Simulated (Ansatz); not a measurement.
**A computed series for Be2C: response to strain**

The parent structure is Be2C (space group Fm-3m, No. 225; a = 4.311 Å).

Strains are applied to the cell and any free atomic positions relax.

Method: PBEsol (Ansatz, an electronic-structure program, PAW, no spin-orbit coupling).

```
isotropic strain (%)  pressure (GPa)
--------------------  --------------
-3                              22.0
-2.5                               ?
-1                               6.5
-0.5                             3.2
0                                0.0
1.5                             -8.5
2                              -11.0
2.5                            -13.4
3                              -15.6
```

**Question.** Fit P = P₀ − Bδ + Cδ² with δ = (1 + ε)³ − 1 to the rows shown and predict the withheld row.

**Answer.** Least squares on the printed values gives P₀ = 0.0 GPa, B = 210 GPa, C = 468 GPa (largest residual 0.2 GPa); this predicts 17.9 GPa, and the run gives 17.8 GPa, in agreement.

Whether these cells are dynamically stable was not tested.
